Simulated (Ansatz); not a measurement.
## Bands of WC

```xyz
2
Lattice="2.9005 0.0000 0.0000 -1.4503 2.5119 0.0000 0.0000 0.0000 2.8290" Properties=species:S:1:pos:R:3 pbc="T T T"
W     0.0000    0.0000    0.0000
C     1.4503    0.8373    1.4145
```

Atoms are numbered in the order listed.

The conventional cell has a = 2.901 Å, b = 2.901 Å, c = 2.829 Å, α = 90.00°, β = 90.00°, γ = 120.00°. W (atom 1) has 6 C at 2.19 Å as nearest neighbours. C (atom 2) is surrounded by 6 W at 2.19 Å.

The geometry is COD entry 2102244, unchecked; take it as a test cell.

Spin–orbit coupling is left out, though it moves levels of the heavy atoms by tenths of an eV or more.

Level of theory: DFT, PBE, all-electron LAPW, scalar-relativistic (Ansatz 0.2.0).

Sampling and basis: a Γ-centred 13×13×12 k mesh, Fermi–Dirac smearing of 0.05 eV, basis error target 1 meV/atom, no spin polarisation.

Points in fractions of the reciprocal vectors of this cell: Γ (0, 0, 0), M (0.5, 0, 0), K (0.333, 0.333, 0), A (0, 0, 0.5), L (0.5, 0, 0.5), H (0.333, 0.333, 0.5). The path joins them by straight lines in the order Γ–M–K–Γ–A–L–H–A–L; legs that retrace an earlier one aren't tabulated. Energies are in eV from the Fermi level.

Metal or insulator at this level of theory?

No gap opens: metallic or semimetallic.

Tabulate bands 21 to 28, counted from the lowest band of the run, along the path.


```json
{"k (1/Å)": "0.00", "point": "Γ", "band 21": "-14.51", "band 22": "-4.36", "band 23": "-3.38", "band 24": "-3.38", "band 25": "0.08", "band 26": "3.26", "band 27": "3.26", "band 28": "5.64"}
{"k (1/Å)": "0.18", "point": "", "band 21": "-14.37", "band 22": "-4.32", "band 23": "-3.57", "band 24": "-3.26", "band 25": "-0.32", "band 26": "3.21", "band 27": "3.71", "band 28": "5.36"}
{"k (1/Å)": "0.36", "point": "", "band 21": "-13.98", "band 22": "-4.53", "band 23": "-3.68", "band 24": "-2.89", "band 25": "-1.13", "band 26": "3.07", "band 27": "4.62", "band 28": "4.69"}
{"k (1/Å)": "0.54", "point": "", "band 21": "-13.39", "band 22": "-5.20", "band 23": "-3.41", "band 24": "-2.34", "band 25": "-1.96", "band 26": "2.89", "band 27": "3.96", "band 28": "5.01"}
{"k (1/Å)": "0.71", "point": "", "band 21": "-12.68", "band 22": "-5.91", "band 23": "-3.19", "band 24": "-2.68", "band 25": "-1.69", "band 26": "2.69", "band 27": "3.58", "band 28": "4.76"}
{"k (1/Å)": "0.89", "point": "", "band 21": "-11.95", "band 22": "-6.51", "band 23": "-3.26", "band 24": "-3.21", "band 25": "-1.08", "band 26": "2.51", "band 27": "3.82", "band 28": "4.61"}
{"k (1/Å)": "1.07", "point": "", "band 21": "-11.37", "band 22": "-6.92", "band 23": "-3.54", "band 24": "-3.49", "band 25": "-0.64", "band 26": "2.40", "band 27": "4.49", "band 28": "4.56"}
{"k (1/Å)": "1.25", "point": "M", "band 21": "-11.14", "band 22": "-7.07", "band 23": "-3.66", "band 24": "-3.61", "band 25": "-0.48", "band 26": "2.36", "band 27": "4.56", "band 28": "4.91"}
{"k (1/Å)": "1.35", "point": "", "band 21": "-11.11", "band 22": "-7.05", "band 23": "-3.65", "band 24": "-3.63", "band 25": "-0.47", "band 26": "2.23", "band 27": "4.36", "band 28": "4.90"}
{"k (1/Å)": "1.46", "point": "", "band 21": "-11.02", "band 22": "-7.01", "band 23": "-3.70", "band 24": "-3.62", "band 25": "-0.43", "band 26": "1.92", "band 27": "3.95", "band 28": "4.77"}
{"k (1/Å)": "1.56", "point": "", "band 21": "-10.87", "band 22": "-6.94", "band 23": "-3.84", "band 24": "-3.58", "band 25": "-0.30", "band 26": "1.53", "band 27": "3.46", "band 28": "4.50"}
{"k (1/Å)": "1.66", "point": "", "band 21": "-10.71", "band 22": "-6.84", "band 23": "-4.05", "band 24": "-3.54", "band 25": "-0.05", "band 26": "1.16", "band 27": "2.98", "band 28": "4.14"}
{"k (1/Å)": "1.77", "point": "", "band 21": "-10.55", "band 22": "-6.73", "band 23": "-4.30", "band 24": "-3.51", "band 25": "0.32", "band 26": "0.86", "band 27": "2.55", "band 28": "3.74"}
{"k (1/Å)": "1.87", "point": "", "band 21": "-10.43", "band 22": "-6.64", "band 23": "-4.51", "band 24": "-3.49", "band 25": "0.67", "band 26": "0.74", "band 27": "2.20", "band 28": "3.40"}
{"k (1/Å)": "1.97", "point": "K", "band 21": "-10.38", "band 22": "-6.61", "band 23": "-4.59", "band 24": "-3.49", "band 25": "0.61", "band 26": "0.97", "band 27": "2.05", "band 28": "3.24"}
{"k (1/Å)": "2.18", "point": "", "band 21": "-10.61", "band 22": "-6.68", "band 23": "-4.26", "band 24": "-3.47", "band 25": "0.31", "band 26": "0.83", "band 27": "2.22", "band 28": "3.98"}
{"k (1/Å)": "2.39", "point": "", "band 21": "-11.27", "band 22": "-6.58", "band 23": "-3.60", "band 24": "-3.32", "band 25": "-0.69", "band 26": "1.35", "band 27": "2.48", "band 28": "4.94"}
{"k (1/Å)": "2.59", "point": "", "band 21": "-12.16", "band 22": "-6.16", "band 23": "-3.13", "band 24": "-2.94", "band 25": "-1.56", "band 26": "1.98", "band 27": "2.96", "band 28": "5.01"}
{"k (1/Å)": "2.80", "point": "", "band 21": "-13.06", "band 22": "-5.48", "band 23": "-3.24", "band 24": "-2.28", "band 25": "-2.19", "band 26": "2.55", "band 27": "3.61", "band 28": "4.94"}
{"k (1/Å)": "3.00", "point": "", "band 21": "-13.82", "band 22": "-4.70", "band 23": "-3.62", "band 24": "-2.76", "band 25": "-1.39", "band 26": "2.96", "band 27": "4.46", "band 28": "4.97"}
{"k (1/Å)": "3.21", "point": "", "band 21": "-14.33", "band 22": "-4.31", "band 23": "-3.61", "band 24": "-3.21", "band 25": "-0.44", "band 26": "3.19", "band 27": "3.84", "band 28": "5.28"}
{"k (1/Å)": "3.42", "point": "Γ", "band 21": "-14.51", "band 22": "-4.36", "band 23": "-3.38", "band 24": "-3.38", "band 25": "0.08", "band 26": "3.26", "band 27": "3.26", "band 28": "5.64"}
{"k (1/Å)": "3.58", "point": "", "band 21": "-14.38", "band 22": "-4.42", "band 23": "-3.33", "band 24": "-3.33", "band 25": "0.06", "band 26": "2.81", "band 27": "2.81", "band 28": "5.91"}
{"k (1/Å)": "3.73", "point": "", "band 21": "-14.01", "band 22": "-4.68", "band 23": "-3.16", "band 24": "-3.16", "band 25": "0.14", "band 26": "1.92", "band 27": "1.92", "band 28": "6.23"}
{"k (1/Å)": "3.89", "point": "", "band 21": "-13.44", "band 22": "-5.25", "band 23": "-2.90", "band 24": "-2.90", "band 25": "0.58", "band 26": "1.02", "band 27": "1.02", "band 28": "6.16"}
{"k (1/Å)": "4.05", "point": "", "band 21": "-12.69", "band 22": "-6.12", "band 23": "-2.59", "band 24": "-2.59", "band 25": "0.27", "band 26": "0.27", "band 27": "1.40", "band 28": "5.73"}
{"k (1/Å)": "4.21", "point": "", "band 21": "-11.84", "band 22": "-7.14", "band 23": "-2.30", "band 24": "-2.30", "band 25": "-0.26", "band 26": "-0.26", "band 27": "2.43", "band 28": "5.17"}
{"k (1/Å)": "4.37", "point": "", "band 21": "-10.96", "band 22": "-8.14", "band 23": "-2.11", "band 24": "-2.11", "band 25": "-0.54", "band 26": "-0.54", "band 27": "3.32", "band 28": "4.71"}
{"k (1/Å)": "4.53", "point": "A", "band 21": "-10.44", "band 22": "-8.70", "band 23": "-2.05", "band 24": "-2.05", "band 25": "-0.61", "band 26": "-0.61", "band 27": "3.69", "band 28": "4.53"}
{"k (1/Å)": "4.71", "point": "", "band 21": "-10.49", "band 22": "-8.52", "band 23": "-2.22", "band 24": "-2.15", "band 25": "-0.85", "band 26": "-0.44", "band 27": "3.87", "band 28": "4.52"}
{"k (1/Å)": "4.88", "point": "", "band 21": "-10.62", "band 22": "-8.05", "band 23": "-2.66", "band 24": "-2.46", "band 25": "-1.36", "band 26": "0.07", "band 27": "4.27", "band 28": "4.58"}
{"k (1/Å)": "5.06", "point": "", "band 21": "-10.81", "band 22": "-7.40", "band 23": "-3.18", "band 24": "-2.90", "band 25": "-1.76", "band 26": "0.88", "band 27": "4.69", "band 28": "4.85"}
{"k (1/Å)": "5.24", "point": "", "band 21": "-11.01", "band 22": "-6.84", "band 23": "-3.67", "band 24": "-3.39", "band 25": "-1.70", "band 26": "1.92", "band 27": "5.05", "band 28": "5.33"}
{"k (1/Å)": "5.42", "point": "", "band 21": "-11.19", "band 22": "-6.56", "band 23": "-4.05", "band 24": "-3.82", "band 25": "-1.06", "band 26": "3.06", "band 27": "5.29", "band 28": "5.93"}
{"k (1/Å)": "5.60", "point": "", "band 21": "-11.31", "band 22": "-6.51", "band 23": "-4.29", "band 24": "-4.11", "band 25": "-0.16", "band 26": "4.04", "band 27": "5.37", "band 28": "6.46"}
{"k (1/Å)": "5.78", "point": "L", "band 21": "-11.35", "band 22": "-6.51", "band 23": "-4.37", "band 24": "-4.21", "band 25": "0.29", "band 26": "4.46", "band 27": "5.35", "band 28": "6.69"}
{"k (1/Å)": "5.88", "point": "", "band 21": "-11.34", "band 22": "-6.46", "band 23": "-4.94", "band 24": "-3.65", "band 25": "0.20", "band 26": "4.60", "band 27": "5.34", "band 28": "6.66"}
{"k (1/Å)": "5.98", "point": "", "band 21": "-11.29", "band 22": "-6.31", "band 23": "-5.55", "band 24": "-3.06", "band 25": "-0.03", "band 26": "4.91", "band 27": "5.36", "band 28": "6.57"}
{"k (1/Å)": "6.09", "point": "", "band 21": "-11.23", "band 22": "-6.11", "band 23": "-6.09", "band 24": "-2.54", "band 25": "-0.30", "band 26": "5.00", "band 27": "5.72", "band 28": "6.49"}
{"k (1/Å)": "6.19", "point": "", "band 21": "-11.15", "band 22": "-6.60", "band 23": "-5.84", "band 24": "-2.12", "band 25": "-0.53", "band 26": "4.86", "band 27": "6.32", "band 28": "6.43"}
{"k (1/Å)": "6.29", "point": "", "band 21": "-11.07", "band 22": "-6.97", "band 23": "-5.62", "band 24": "-1.83", "band 25": "-0.65", "band 26": "4.68", "band 27": "6.42", "band 28": "6.93"}
{"k (1/Å)": "6.40", "point": "", "band 21": "-11.02", "band 22": "-7.20", "band 23": "-5.48", "band 24": "-1.67", "band 25": "-0.68", "band 26": "4.51", "band 27": "6.43", "band 28": "7.44"}
{"k (1/Å)": "6.50", "point": "H", "band 21": "-11.00", "band 22": "-7.28", "band 23": "-5.44", "band 24": "-1.62", "band 25": "-0.67", "band 26": "4.43", "band 27": "6.45", "band 28": "7.65"}
{"k (1/Å)": "6.71", "point": "", "band 21": "-11.05", "band 22": "-6.99", "band 23": "-5.57", "band 24": "-1.76", "band 25": "-0.88", "band 26": "4.74", "band 27": "6.32", "band 28": "6.78"}
{"k (1/Å)": "6.91", "point": "", "band 21": "-11.10", "band 22": "-6.22", "band 23": "-5.85", "band 24": "-2.05", "band 25": "-1.49", "band 26": "4.98", "band 27": "5.17", "band 28": "5.92"}
{"k (1/Å)": "7.12", "point": "", "band 21": "-11.05", "band 22": "-6.32", "band 23": "-5.19", "band 24": "-2.32", "band 25": "-1.99", "band 26": "3.10", "band 27": "5.16", "band 28": "5.37"}
{"k (1/Å)": "7.33", "point": "", "band 21": "-10.88", "band 22": "-7.04", "band 23": "-4.06", "band 24": "-2.44", "band 25": "-2.01", "band 26": "1.50", "band 27": "4.86", "band 28": "4.89"}
{"k (1/Å)": "7.53", "point": "", "band 21": "-10.67", "band 22": "-7.85", "band 23": "-3.02", "band 24": "-2.37", "band 25": "-1.55", "band 26": "0.32", "band 27": "4.41", "band 28": "4.60"}
{"k (1/Å)": "7.74", "point": "", "band 21": "-10.50", "band 22": "-8.47", "band 23": "-2.30", "band 24": "-2.17", "band 25": "-0.92", "band 26": "-0.38", "band 27": "3.93", "band 28": "4.52"}
{"k (1/Å)": "7.94", "point": "A", "band 21": "-10.44", "band 22": "-8.70", "band 23": "-2.05", "band 24": "-2.05", "band 25": "-0.61", "band 26": "-0.61", "band 27": "3.69", "band 28": "4.53"}
```
